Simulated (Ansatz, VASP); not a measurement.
Given: the input of a run of VASP 6.6.1 on HfB.

The input INCAR:

```
SYSTEM = HfB
PREC = Accurate
ENCUT = 520
EDIFF = 1E-6
ISMEAR = -1
SIGMA = 0.05
LREAL = .FALSE.
LASPH = .TRUE.
NELM = 100
ALGO = Normal
ISIF = 2
LWAVE = .FALSE.
LCHARG = .TRUE.
GGA = PE
LELF = .TRUE.
LVHAR = .TRUE.
NBANDS = 14
```

KPOINTS

```
regular mesh
0
G
  10 10 10
  0 0 0
```

POSCAR

```
HfB
1.0
    0.0000000000      2.2944961772      2.2944961772
    2.2944961772      0.0000000000      2.2944961772
    2.2944961772      2.2944961772      0.0000000000
Hf B
1 1
Direct
    0.5000000000      0.5000000000      0.5000000000
    0.0000000000      0.0000000000      0.0000000000
```

Potentials or basis: VASP PAW PBE potentials, release 64 (Hf_pv, B).

The run is started by

```bash
$ cat potpaw_PBE.64/Hf_pv/POTCAR potpaw_PBE.64/B/POTCAR > POTCAR
$ mpirun -np 1 vasp_std > vasp.out
```

**Question.** Set up the same calculation for Ansatz 0.2.0. Potentials there: all-electron LAPW, scalar-relativistic.

**Answer.** As run (the cutoff follows the program's own potentials):

input.yaml

```yaml
crystal:
  lattice:
    - [0.0, 2.2944961772, 2.2944961772]
    - [2.2944961772, 0.0, 2.2944961772]
    - [2.2944961772, 2.2944961772, 0.0]
  atoms:
    - { symbol: Hf, position: [0.5, 0.5, 0.5] }
    - { symbol: B, position: [0.0, 0.0, 0.0] }
kpoints:
  mp_grid: { grid: [10, 10, 10] }
scf:
  occupations: { method: fermi_dirac, width: 0.05 }
hamiltonian:
  xc: pbe
  pseudopotentials: { kind: all_electron, lapw: { basis_error: 0.0005 } }
output:
  forces: true
  stress: true
  eigenvalues: true
```

Potentials or basis: all-electron LAPW, scalar-relativistic.

Run with:

```bash
$ ansatz run input.yaml --threads 1 --pin off --max-ram 2560MiB --backend cpu --events-out ev --progress --plain --runs-dir out
```

Both were run:

|  | VASP | Ansatz | Ansatz less VASP |
| --- | --- | --- | --- |
| gap on the k mesh at the Fermi level (eV) | none | none | - |
| pressure (GPa) | 36.4 | 35.3 | -1.04 |

A gap of «none» marks a metal or a gap that the smearing closes. Ansatz ran all-electron here, so the differences hold the error of VASP's frozen core and of both bases.

Caveats: so large a pressure means that the cell lies far from this level's equilibrium, or that cutoff or potentials fall short (VASP). The runs have no spin-orbit coupling, so splittings on Hf are missing.
